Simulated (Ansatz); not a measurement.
Wurtzite BaS (it has left that coordination), relaxed with r2SCAN: 7 runs in the plane-wave code Ansatz, each a construction of maximally localised Wannier functions. Space group P6_3/mmc (No. 194), hexagonal; a = 5.382 Å, c = 6.383 Å in the conventional setting, 40.03 Å³ an atom. Ba has 5 S at 3.11–3.19 Å; S has 5 Ba at 3.11–3.19 Å. Computed, not measured; no magnetism was allowed, and whether the structure is a known phase isn't checked.

```
CELL_PARAMETERS angstrom
5.38186 0.00000 0.00000
-2.69093 4.66082 0.00000
0.00000 0.00000 6.38333
ATOMIC_POSITIONS crystal
Ba 0.33333 0.66667 0.93750
Ba 0.66667 0.33333 0.43750
S 0.33333 0.66667 0.43750
S 0.66667 0.33333 0.93750
```

Windows count from the top of the filled bands; a dash means that no such window was set (without an outer window there is no disentanglement).

```csv
functional,SCF mesh,trial orbitals,functions,mesh,window (eV),frozen (eV),Ω total (Å²),Ω invariant (Å²),largest spread (Å²),least projectability,"interpolation miss of the model's filled bands (eV, to the nearest computed level)"
PBE,6×6×4,"S s, S p",8,6×6×4,–,–,20.23,18.22,2.54,0.78,0.013
PBE,6×6×4,"S s, S p",8,6×6×2,–,–,19.12,17.26,2.45,0.78,0.109
PBE,6×6×4,S p,6,6×6×4,–,–,15.22,15.15,2.55,0.91,0.012
r2SCAN,6×6×4,"S s, S p",8,6×6×4,–,–,20.46,18.41,2.57,0.76,0.012
r2SCAN,6×6×4,S p,6,6×6×4,–,–,14.81,14.75,2.49,0.92,0.010
HSE06,6×6×4,"S s, S p",8,6×6×4,–,–,21.49,19.46,2.70,0.71,–
HSE06,6×6×4,S p,6,6×6×4,–,–,14.69,14.64,2.46,0.92,–
```

A dash in the last column means that the miss wasn't evaluated.

For S s, S p with PBE the spread goes 19.12 Å² (6×6×2), 20.23 Å² (6×6×4): finite differences on a coarse mesh understate it.

The runs are scalar-relativistic, without spin-orbit coupling.
